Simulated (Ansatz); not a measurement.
# Ag in Ansatz: reference runs

Aim: a first look at Ag with PBE, on the cell as given.

Program: Ansatz 0.2.0. These are calculated values, not measurements. Logs are shortened: lines on timing, memory, paths and dates and some standing lists are left out, and cuts for length are marked.

**1. The cell of the first run**

The cell holds a slab with vacuum, 7 atoms: a = 2.930 Å, b = 2.930 Å, c = 29.370 Å, α = 90.00°, β = 90.00°, γ = 120.00°.

**2. Single point, PBE (the (0 0 1) slab of Ag, cut from the database cell, not relaxed)**

Input file input.yaml:

```yaml
crystal:
  lattice:
    - [2.9299980804, 0.0, 0.0]
    - [-1.4649990402, 2.5374527707, 0.0]
    - [0.0, 0.0, 29.37]
  atoms:
    - { symbol: Ag, position: [0.6666666667, 0.3333333334, 0.2553626149] }
    - { symbol: Ag, position: [0.3333333333, 0.6666666666, 0.3369084099] }
    - { symbol: Ag, position: [0.6666666667, 0.3333333334, 0.418454205] }
    - { symbol: Ag, position: [0.3333333333, 0.6666666666, 0.5] }
    - { symbol: Ag, position: [0.6666666667, 0.3333333334, 0.581545795] }
    - { symbol: Ag, position: [0.3333333333, 0.6666666666, 0.6630915901] }
    - { symbol: Ag, position: [0.6666666667, 0.3333333334, 0.7446373851] }
hamiltonian:
  xc: pbe
  pseudopotentials: { kind: paw }
kpoints:
  mp_grid: { grid: [10, 10, 1] }
scf:
  occupations: { method: fermi_dirac, width: 0.05 }
output:
  forces: true
  eigenvalues: true
efield:
  axis: 3
  dipole_correction: true
  ramp_width: 0.04
```

Potentials or basis: Ansatz PAW.

Run with:

```sh
$ ansatz run input.yaml --threads 4 --pin off --max-ram 11264MiB --backend cpu --events-out ev --progress --plain --runs-dir out
```

Output:

```text
Warning: RAYON_NUM_THREADS=4 ignored (pool sized by the plan → 4); use --threads N
Engine: ansatz 0.2.0, aarch64-unknown-linux-gnu
Pseudopotentials: kind: paw
Pseudopotential: Ag, paw, valence charge 19, recommended cutoff 420 eV (normal), Ag.paw.azcp
Functional definition: PBE
  parameter kappa = 0.804
  parameter beta = 0.06672455060314922
  exchange = pbe_x(kappa = kappa, mu = beta*pi^2/3)
  correlation = pbe_c(beta = beta)
Crystal: 7 atoms, lattice volume = 218.358 Å³
Basis set: ecut = 420 eV, 4215 PW (Γ), exchange–correlation on 40×40×400 points (8 copies of the dense FFT grid, shifted against one another)
Bands: 80, of which v1, the nominal top of the filled ones, is band 67 counted from 1 (66 counted from 0)
Symmetry: 6 space group operations
k-points: 14 of 100 (time reversal used)
Non-local potential: Ag, projectors of the file, l = 0: 3, l = 1: 2, l = 2: 2, l = 3: 1
PAW form: soft (Blöchl's): semilocal exchange-correlation on the pseudo side does not see the compensation charge
PAW one-centre angular grid: Ag, 590 points (default); XC on 64 Gauss nodes
Initial density: superposition of atomic densities (neutral atoms: chi_scale 0, normalization atom), corrected by the library's trained network
Initial wavefunctions: pseudopotential atomic-orbital guess
Functional: x = pbe(κ = 0.804, μ = 0.2195149727645171), c = pbe(β = 0.06672455060314922)
SCF iter   1: F=—  HF=-53133.138122 eV  |F-HF|=—  |Δ(HF+E_count)|=         —  Δρ=1.94e-3  dr2=1.22e-1  ethr=1.77e-3  p=-0.000 e·Å  D=-1.95e-13 V/Å  ΔV_dip=0.00 eV  dr2_dipole=5.37e-7  V_vac-E_F(+/−)=4.33/4.33 eV  ⟨swp⟩=6.4  Hψ=4268  notcnv=0  defer=22
efield: sawtooth ramp at fractional position 0.9800 (placed from the atoms, in the widest stretch of the axis that holds none; the zero of the levels goes with the place), width 0.0400; the density the first Hamiltonian is built on has a dipole p = -0.000 e·Å; the dipole correction subtracts the counter field D = -1.95e-13 V/Å, which shifts the + side's vacuum level by +0.00 eV against the − side's; the planar-averaged density in the ramp window peaks in size at 2.3e-5 e/Å³
preconditioner: auto → LDOS  [insulator: Δε(μ)=0.141 eV  Ē_g=9.602 eV  σ=0.050 eV  W_gap=0.58  n_scr=40 (ndim 8)  ℏωp=22.1 eV  f_vac=0.407  D(μ)=1.35/eV (n_scr^D=8)  ε∞_Penn≈6.3  β→1.0]
SCF iter   2: F=—  HF=-53133.139754 eV  |F-HF|=—  |Δ(HF+E_count)|=   1.63e-3  Δρ=1.77e-3  dr2=7.41e-2  ethr=9.19e-5  p=0.000 e·Å  D=1.17e-5 V/Å  ΔV_dip=-0.00 eV  dr2_dipole=3.65e-6  V_vac-E_F(+/−)=4.32/4.32 eV  ⟨swp⟩=2.4  Hψ=1689  notcnv=0  defer=75
SCF iter   3: F=—  HF=-53133.135809 eV  |F-HF|=—  |Δ(HF+E_count)|=   3.95e-3  Δρ=3.82e-4  dr2=1.33e-3  ethr=5.57e-5  p=0.000 e·Å  D=5.98e-6 V/Å  ΔV_dip=-0.00 eV  dr2_dipole=1.70e-8  V_vac-E_F(+/−)=4.35/4.35 eV  ⟨swp⟩=2.0  Hψ=1110  notcnv=0  defer=75
SCF iter   4: F=—  HF=-53133.135948 eV  |F-HF|=—  |Δ(HF+E_count)|=   1.39e-4  Δρ=1.17e-4  dr2=1.25e-4  ethr=9.97e-7  p=0.000 e·Å  D=2.81e-6 V/Å  ΔV_dip=-0.00 eV  dr2_dipole=4.49e-10  V_vac-E_F(+/−)=4.35/4.35 eV  ⟨swp⟩=2.1  Hψ=1597  notcnv=0  defer=75
SCF iter   5: F=—  HF=-53133.135958 eV  |F-HF|=—  |Δ(HF+E_count)|=   9.88e-6  Δρ=5.77e-5  dr2=7.56e-5  ethr=9.36e-8  p=0.000 e·Å  D=1.48e-6 V/Å  ΔV_dip=-0.00 eV  dr2_dipole=2.15e-10  V_vac-E_F(+/−)=4.35/4.35 eV  ⟨swp⟩=2.1  Hψ=1610  notcnv=0  defer=75
SCF iter   6: F=—  HF=-53133.135895 eV  |F-HF|=—  |Δ(HF+E_count)|=   6.30e-5  Δρ=1.67e-5  dr2=1.46e-6  ethr=5.69e-8  p=0.000 e·Å  D=7.03e-7 V/Å  ΔV_dip=-0.00 eV  dr2_dipole=8.37e-11  V_vac-E_F(+/−)=4.35/4.35 eV  ⟨swp⟩=1.1  Hψ=1107  notcnv=0  defer=73
SCF iter   7: F=—  HF=-53133.135895 eV  |F-HF|=—  |Δ(HF+E_count)|=   1.76e-7  Δρ=7.82e-6  dr2=3.78e-7  ethr=1.10e-9  p=0.000 e·Å  D=3.20e-7 V/Å  ΔV_dip=-0.00 eV  dr2_dipole=5.07e-13  V_vac-E_F(+/−)=4.35/4.35 eV  ⟨swp⟩=2.0  Hψ=1587  notcnv=0  defer=73
SCF iter   8: F=—  HF=-53133.135895 eV  |F-HF|=—  |Δ(HF+E_count)|=   9.82e-8  Δρ=5.07e-6  dr2=1.35e-7  ethr=7.52e-11  p=0.000 e·Å  D=1.15e-7 V/Å  ΔV_dip=-0.00 eV  dr2_dipole=3.67e-13  V_vac-E_F(+/−)=4.35/4.35 eV  ⟨swp⟩=12.9  Hψ=5024  notcnv=0
SCF iter   9: F=-53133.135895 eV  HF=-53133.135895 eV  |F-HF|=5.60e-10  |Δ(HF+E_count)|=   1.10e-8  Δρ=1.50e-6  dr2=7.86e-9  ethr=7.52e-11  p=0.000 e·Å  D=4.48e-8 V/Å  ΔV_dip=-0.00 eV  dr2_dipole=1.33e-12  V_vac-E_F(+/−)=4.35/4.35 eV  ⟨swp⟩=5.6  Hψ=3962  notcnv=0
SCF 1 converged in 9 iterations: F = -53133.135895 eV  dr2 = 7.86e-9
SCF converged after 9 iterations
Free energy (F): -53133.135895 eV
Harris-Foulkes:  -53133.135895 eV  (|F-HF|=5.60e-10)
Internal energy: -53133.121633 eV  (E = F + TS)
E sigma→0 (E₀):  -53133.128764 eV
Entropy (-TS):   -0.014262 eV (-2.037 meV/atom)
Fermi energy:    7.544451 eV
Dipole field:    D = -0.000001 V/Å  (p = -0.000002 e·Å, saw-weighted, corrected)
Work function:   Φ+ = 4.3492 eV   Φ− = 4.3492 eV
Levels:          The Fermi level and band energies are counted from a zero that moves with the ramp; work functions are not
--- Per-component energies (eV) ---
  E_band       = -2924.210286
  E_kinetic    = 3689.209301
  E_local      = -214040.867568  (includes V_loc(G=0)·N_el)
  E_nonlocal   = 561.494768
  E_hartree    = 105695.139765
  E_xc         = -1291.667353
  E_vxc        = -1640.846518  (∫ρ·V_xc dr)
  E_paw        = -27315.678878  (= ΣΔE_a)
  E_vpaw       = -2883.443431  (= ΣTr[D̂ρ^β])
  E_aug_tail   = 0.002280  (compensation charges beyond the density's cutoff)
  E_efield     = 0.000000  (sawtooth field / dipole correction)
  E_vefield    = 0.000000  (∫n·V_field dr)
  E_ewald      = 79569.246052
  E_smearing   = -0.014262  (= −TS)
  E_closure    = 0.000000  (closes the sum)
  Σ components = -53133.135895   (vs F -53133.135895, Δ=0.00e0)
--- Forces (eV/Å), atoms counted from 1 ---
  atom   1  Ag     0.00000000    -0.00000000     0.04855151
  atom   2  Ag    -0.00000000     0.00000000     0.02642535
  atom   3  Ag    -0.00000000    -0.00000000    -0.04943296
  atom   4  Ag    -0.00000000     0.00000000     0.00000003
  atom   5  Ag     0.00000000     0.00000000     0.04943303
  atom   6  Ag    -0.00000000     0.00000000    -0.02642536
  atom   7  Ag    -0.00000000    -0.00000000    -0.04855145
  max |Σ_I F_I| component: 1.40e-7 eV/Å
--- Band table (eV; the first three rows and the last of 14) ---
  k-point 0: bands = ["-84.3697", "-84.3188", "-84.3188", "-84.2675", "-84.2673", "-84.2008", "-84.2008", "-47.8714", "-47.8312", "-47.8212", "-47.7970", "-47.7970", "-47.7490", "-47.7418", "-47.7418", "-47.7418", "-47.7418", "-47.7317", "-47.6814", "-47.6814", "-47.6809", "-47.6809", "-47.6552", "-47.6551", "-47.6385", "-47.6385", "-47.6385", "-47.6385", "0.1865", "0.5663", "1.0620", "1.4261", "1.4799", "1.5705", "1.5966", "2.8466", "2.8502", "2.8861", "2.8861", "2.9134", "2.9297", "2.9297", "2.9708", "2.9708", "3.0186", "3.0186", "3.0862", "3.0862", "3.1639", "3.1639", "3.2082", "3.2082", "3.3288", "3.6081", "3.6081", "3.7960", "3.7960", "3.9931", "3.9931", "4.2087", "4.2087", "4.2804", "4.3322", "4.3322", "4.4279", "4.4279", "4.4617", "4.4617", "5.5966", "7.1144", "7.6301", "11.2873", "11.7413", "12.0181", "13.2329", "13.6125", "15.3033", "15.7220", "17.8173", "18.2237"]
  k-point 1: bands = ["-84.3688", "-84.3178", "-84.3178", "-84.2667", "-84.2665", "-84.1999", "-84.1999", "-47.8684", "-47.8294", "-47.8200", "-47.8073", "-47.7997", "-47.7565", "-47.7535", "-47.7444", "-47.7444", "-47.7436", "-47.7311", "-47.6908", "-47.6908", "-47.6839", "-47.6834", "-47.6546", "-47.6545", "-47.6482", "-47.6482", "-47.6410", "-47.6410", "0.4489", "0.8198", "1.3042", "1.5798", "1.6665", "1.7770", "1.7889", "2.7530", "2.7644", "2.7911", "2.8135", "2.8908", "2.9318", "2.9600", "3.0017", "3.0433", "3.0481", "3.0914", "3.0987", "3.1330", "3.1772", "3.2002", "3.2279", "3.2761", "3.3330", "3.5093", "3.5558", "3.6158", "3.7578", "3.8416", "3.9527", "3.9671", "4.0456", "4.1888", "4.1914", "4.3317", "4.4237", "4.4430", "4.4888", "5.0291", "6.1395", "7.5490", "8.1978", "11.4571", "11.9628", "12.2141", "13.4642", "13.8042", "15.5327", "15.9218", "18.0458", "18.4275"]
  k-point 2: bands = ["-84.3664", "-84.3155", "-84.3155", "-84.2644", "-84.2642", "-84.1976", "-84.1976", "-47.8606", "-47.8386", "-47.8194", "-47.8171", "-47.8065", "-47.7824", "-47.7811", "-47.7514", "-47.7514", "-47.7435", "-47.7333", "-47.7161", "-47.7146", "-47.6905", "-47.6898", "-47.6741", "-47.6741", "-47.6526", "-47.6526", "-47.6476", "-47.6476", "1.1261", "1.4199", "1.7818", "1.8632", "1.9903", "2.1477", "2.1489", "2.5428", "2.5587", "2.6462", "2.6999", "2.7321", "2.8499", "2.8758", "2.9176", "2.9802", "3.1620", "3.2462", "3.2512", "3.2863", "3.3418", "3.3531", "3.3992", "3.4190", "3.4979", "3.5079", "3.6010", "3.6711", "3.6757", "3.6814", "3.7818", "3.9081", "3.9601", "4.1650", "4.2726", "4.3324", "4.4698", "4.5397", "4.8775", "5.8377", "7.0954", "8.5458", "9.5316", "11.9667", "12.6307", "12.8520", "14.1590", "14.3938", "16.2103", "16.5151", "18.4723", "18.6870"]
  k-point 13: bands = ["-84.3592", "-84.3082", "-84.3082", "-84.2575", "-84.2575", "-84.1906", "-84.1906", "-47.8839", "-47.8633", "-47.8407", "-47.8292", "-47.8286", "-47.8088", "-47.8086", "-47.8048", "-47.8026", "-47.7581", "-47.7560", "-47.7461", "-47.7422", "-47.7405", "-47.7378", "-47.7179", "-47.7178", "-47.6999", "-47.6998", "-47.6478", "-47.6478", "1.9041", "2.0270", "2.0870", "2.1616", "2.2346", "2.2665", "2.3510", "2.4682", "2.4921", "2.4933", "2.5644", "2.6581", "2.7785", "2.9269", "2.9716", "3.0007", "3.0538", "3.0781", "3.2165", "3.2435", "3.4072", "3.4089", "3.5594", "3.5773", "3.6071", "3.7977", "4.1049", "4.1984", "4.2218", "4.3216", "4.3605", "4.4519", "4.5222", "4.5414", "4.5747", "9.1222", "9.4511", "9.9541", "10.6860", "11.3341", "11.4868", "11.6303", "11.7776", "12.2160", "12.7911", "12.8660", "13.0627", "13.5722", "13.7423", "14.1311", "14.5587", "14.7740"]
```

It took 4.8 s on 4 threads of Arm Neoverse V2, shared host; peak memory 0.67 GiB.

What came out:

| Property | Result |
| --- | --- |
| Free energy | -53133.1359 eV |
| Largest force | 0.049 eV/Å |
| Band gap on the k mesh | none (metal or under the smearing width) |
| Work function of the upper face | 4.35 eV |
| Work function of the lower face | 4.35 eV |
| Dipole across the slab | 0.000 e·Å |

Forces on the atoms (eV/Å):
```
Ag   0.000  0.000  0.049
Ag   0.000  0.000  0.026
Ag   0.000  0.000 -0.049
Ag   0.000  0.000  0.000
Ag   0.000  0.000  0.049
Ag   0.000  0.000 -0.026
Ag   0.000  0.000 -0.049
```
